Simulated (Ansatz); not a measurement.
NaI built on the CsCl prototype, relaxed with r2SCAN in the plane-wave code Ansatz. It is cubic, Pm-3m (No. 221); conventional cell a = 4.041 Å, 32.98 Å³ an atom. Na is surrounded by 8 I at 3.50 Å; I is surrounded by 8 Na at 3.50 Å.

The axes x, y and z are those of this cell:
```yaml
crystal:
  lattice:
    - [4.04054, 0.00000, 0.00000]
    - [0.00000, 4.04054, 0.00000]
    - [0.00000, 0.00000, 4.04054]
  atoms:
    - { symbol: Na, position: [0.00000, 0.00000, 0.00000] }
    - { symbol: I, position: [0.50000, 0.50000, 0.50000] }
```

Unstrained: PBE gives an indirect gap of 2.300 eV, from M to Γ; the least direct gap is 2.794 eV at M. The r2SCAN gap is indirect, 3.056 eV (M to Γ), below the direct gap of 3.357 eV at M. HSE06 gives an indirect gap of 3.243 eV, from M to Γ; the least direct gap is 3.670 eV at M. Meshes: PBE 6×6×6, r2SCAN 6×6×6, HSE06 4×4×4. Strains are changes of length per length. After each strain the atoms were relaxed again with r2SCAN within the symmetry that the strain leaves, so tilts or polar shifts that break it weren't tested; points keep the names that they have in the unstrained zone. Simulation only: spin-unpolarised, and no claim that this is the phase found in nature.

**Question.** Apply biaxial -1.71 % in x and y, z held. How far does the gap move, against the unstrained cell?

**Answer.** PBE: the gap goes from 2.300 to 2.308 eV (+0.008 eV). r2SCAN: the gap goes from 3.056 to 3.071 eV (+0.015 eV). HSE06: the gap goes from 3.243 to 3.254 eV (+0.011 eV). The r2SCAN energy rises by 3.4 meV an atom.

**Question.** Apply uniaxial -4.32 % along [111], other directions held. How far does the gap move, against the unstrained cell?

**Answer.** PBE: the gap goes from 2.300 to 2.384 eV (+0.084 eV). r2SCAN: the gap goes from 3.056 to 3.153 eV (+0.097 eV). HSE06: the gap goes from 3.243 to 3.334 eV (+0.091 eV). The r2SCAN energy rises by 3.2 meV an atom.

**Question.** One strain changed the r2SCAN stress by xx -2.40, yy +0.03, zz +0.03 GPa (compression positive) and the gap by -0.228 eV (PBE), -0.254 eV (r2SCAN), -0.243 eV (HSE06). Which kind of strain was it, and roughly how large?

**Answer.** Uniaxial +5.44 % along x, other directions held. The pattern of the stress gives the kind; the size needs the stiffness, so it is an estimate.

Spin-orbit coupling is left out, which matters wherever the heavy atoms make up the band edges.

The meshes of the hybrids are coarse, so their gaps aren't converged to the digits shown.
